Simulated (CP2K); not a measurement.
The system is Ir.

```xyz
1
Lattice="2.7091 0.0000 0.0000 1.3545 2.3461 0.0000 1.3545 0.7820 2.2119" Properties=species:S:1:pos:R:3 pbc="T T T"
Ir    0.0000    0.0000    0.0000
```

Base run:

| Item | Value |
| --- | --- |
| Program | CP2K 2026.2 |
| Functional | PBEsol |
| Dispersion | D3 |
| Potentials or basis | POTENTIAL_UZH Ir GTH-PBE-q17; TZVP-MOLOPT-PBE-GTH basis |
| Density cutoff | 6123 eV |
| k mesh | 12 × 12 × 12 |
| Occupations | fermi-dirac, width 0.05 eV |
| Spin | no spin polarisation |

Its results: band gap on the k mesh none (metal or under the smearing width); pressure -9.9 GPa.

After a change of settings the same cell gave: band gap on the k mesh none (metal or under the smearing width); pressure -8.4 GPa. Which change was it?
A. dispersion from D3 to rVV10
B. dispersion from D3 to D4
C. dispersion from D3 to none
D. dispersion from D3 to D3(BJ)+ATM

D.

Caveats: the potentials were made for another functional, which shifts forces and pressure; the basis of atomic orbitals isn't converged, which shifts pressures, moduli and gaps; pairwise dispersion overbinds metals, which lowers pressure and volume.
